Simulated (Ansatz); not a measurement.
## Strain response of P

These are results of DFT PBE+D3(BJ), scalar-relativistic, plane waves, PAW in Ansatz 0.2.0, not measurements. (420 eV cutoff, 10×4×8 k-mesh, Gaussian smearing of 0.10 eV, no spin polarisation)

Reference structure (relaxed):

```yaml
crystal:
  lattice:
    - [3.32252, 0.00000, 0.00000]
    - [0.00000, 10.19152, 0.00000]
    - [0.00000, 0.00000, 4.16686]
  atoms:
    - { symbol: P, position: [0.00000, 0.89362, 0.92810] }
    - { symbol: P, position: [0.50000, 0.89362, 0.57190] }
    - { symbol: P, position: [0.50000, 0.60638, 0.07190] }
    - { symbol: P, position: [0.00000, 0.60638, 0.42810] }
    - { symbol: P, position: [0.50000, 0.39362, 0.92810] }
    - { symbol: P, position: [0.00000, 0.39362, 0.57190] }
    - { symbol: P, position: [0.00000, 0.10638, 0.07190] }
    - { symbol: P, position: [0.50000, 0.10638, 0.42810] }
```

Deformation: uniaxial strain along a, with the lengths of b and c and the atoms relaxed and the angles held, all within the symmetry that the strain leaves. Energies are extrapolated to zero smearing.

```csv
strain (%),ΔE (meV/atom),a (Å),b (Å),c (Å)
-6.0,35.1,3.123,10.204,4.379
-4.0,14.2,3.190,10.204,4.319
-2.0,3.2,3.256,10.196,4.246
+0.0,0.0,3.323,10.192,4.167
+2.0,2.5,3.389,10.151,4.068
+4.0,9.2,3.455,10.084,3.966
+6.0,18.5,3.522,9.996,3.876
```

(1) What stiffness (1/V) d²E/dε² at zero strain does a cubic fit over all points give?

(2) How does the free axis b answer a small strain?

Answers

(1) A cubic fit gives (1/V) d²E/dε² = 136 GPa at zero strain (Young's modulus along this axis, angles held).

(2) Between the innermost points its strain is -0.11 times the applied one.